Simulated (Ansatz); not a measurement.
Planning a run of Ansatz 0.2.0 on SnO2 (1T monolayer). The input:

```yaml
crystal:
  lattice:
    - [3.1913106965, 0.0, 0.0]
    - [-1.5956553482, 2.7637561345, 0.0]
    - [0.0, 0.0, 39.2]
  atoms:
    - { symbol: Sn, position: [0.0, 0.0, 0.5] }
    - { symbol: O, position: [0.3333333333, 0.6666666667, 0.5256481568] }
    - { symbol: O, position: [0.6666666667, 0.3333333333, 0.4743518432] }
  periodic: [true, true, false]
kpoints:
  mp_grid: { grid: [3, 3, 1] }
hamiltonian:
  xc: pbesol
  pseudopotentials: { kind: paw, azcp: { folder: soft_1 }, xc_functional: pbe }
scf:
  occupations: { method: fixed }
gw:
  n_empty_bands: 311
  ecut_chi: 54.0
  qp_bands: [v2, c2]
  qp_kpoints: band_edges
  screening: { model: contour_deformation }
```

```sh
ansatz run input.yaml --threads 4 --pin off --max-ram 17510MiB --backend cpu --events-out ev --progress --plain --runs-dir out
```

Estimate wall time and host memory on 4 threads of Arm Neoverse V1, shared host.

It took 19 s; on shared hardware allow 9.3 s to 37 s. Peak host memory was 1.4 GiB. The sizes that set the cost: 6815 plane waves a state, 3 irreducible k points, 324 bands summed, 269 plane waves in the screening and 8 SCF cycles.

The screening grows as filled bands × empty bands × pairs of k points, times the square of the screening basis for the matrix.

[Paths, hosts, dates, memory and timing lines, banners, echoed tables and standing remarks are left out of the program output.]

[Logs are printed without paths, hosts, clocks, repeated set-up lines and the standing remarks that a program may print on its own settings, such as how far it seeks lower states.]

[Runs of the session that timed out or met a known fault of the program may be left out.]

[Cells called generated may have been cut or substituted from an entry of the Crystallography Open Database or the Materials Project.]

[Hosts, paths, dates, database ids (printed as entryN), source tags and the programs' standing remarks are cut or masked in the printed files.]
